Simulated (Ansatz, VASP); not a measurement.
**Two plane-wave programs on Al2Pt**

File INCAR:

```
PREC = Accurate
ENCUT = 520
EDIFF = 1E-7
ISMEAR = -1
SIGMA = 0.05
LREAL = F
LASPH = T
NELM = 60
ALGO = Normal
ISIF = 2
LWAVE = F
LCHARG = F
GGA = PS
NBANDS = 15
```

Contents of KPOINTS:

```
regular mesh
0
Gamma
  8 8 8
```

The input POSCAR:

```
Al2Pt
1.0
    0.0000000000      2.9550000000      2.9550000000
    2.9550000000      0.0000000000      2.9550000000
    2.9550000000      2.9550000000      0.0000000000
Pt Al
1 2
Direct
    0.0117280000     -0.0150500000     -0.0056400000
    0.7540240000      0.7533590000      0.7435730000
    0.2510320000      0.2488130000      0.2564700000
```

Contents of input.yaml:

```yaml
crystal:
  lattice:
    - [0.0, 2.955, 2.955]
    - [2.955, 0.0, 2.955]
    - [2.955, 2.955, 0.0]
  atoms:
    - { symbol: Pt, position: [0.011728, -0.01505, -0.00564] }
    - { symbol: Al, position: [0.754024, 0.753359, 0.743573] }
    - { symbol: Al, position: [0.251032, 0.248813, 0.25647] }
hamiltonian:
  xc: pbesol
  pseudopotentials: { kind: paw }
kpoints:
  mp_grid: { grid: [8, 8, 8] }
scf:
  occupations: { method: fermi_dirac, width: 0.05 }
output:
  forces: true
  stress: true
  eigenvalues: true
```

Change from the starting cell: atoms moved at random, drawn with an rms of 0.05 Å.

Alike in both runs: task single point; functional PBEsol; k mesh 8 × 8 × 8; occupations fermi-dirac, width 0.05 eV; no spin polarisation.

```csv
,VASP,Ansatz
version,VASP 6.6.1,Ansatz 0.2.0
potentials or method,"VASP PAW PBE potentials, release 64 (Pt, Al)",Ansatz PAW
plane-wave cutoff (eV),520,420
valence electrons in the cell,16,24
```

Ansatz gave:

```
gap on the k mesh at the Fermi level (eV)       : none
pressure (GPa)                                  : -0.7
largest component of the traceless stress (GPa) : 0.63
rms of the force components (eV/Å)              : 0.243
```

**Question.** Which values does VASP return?

**Answer.** gap on the k mesh at the Fermi level (eV): none; pressure (GPa): -0.7; largest component of the traceless stress (GPa): 0.64; rms of the force components (eV/Å): 0.244.

Atom by atom the forces differ by 0.001 eV/Å (rms over components). A gap of «none» marks a metal or a gap that the smearing closes. With one functional, cell and mesh, what is left measures potentials, basis and numerics. The two sets of potentials don't hold the same shells in valence.

Caveats: the PAW data sets were made with another functional, which shifts forces and pressure a little (VASP); the PAW data sets come from PBE, with cores solved anew for the run's functional, which leaves a small shift of forces and pressure (Ansatz). Spin-orbit coupling is left out, which matters for the levels of Pt.
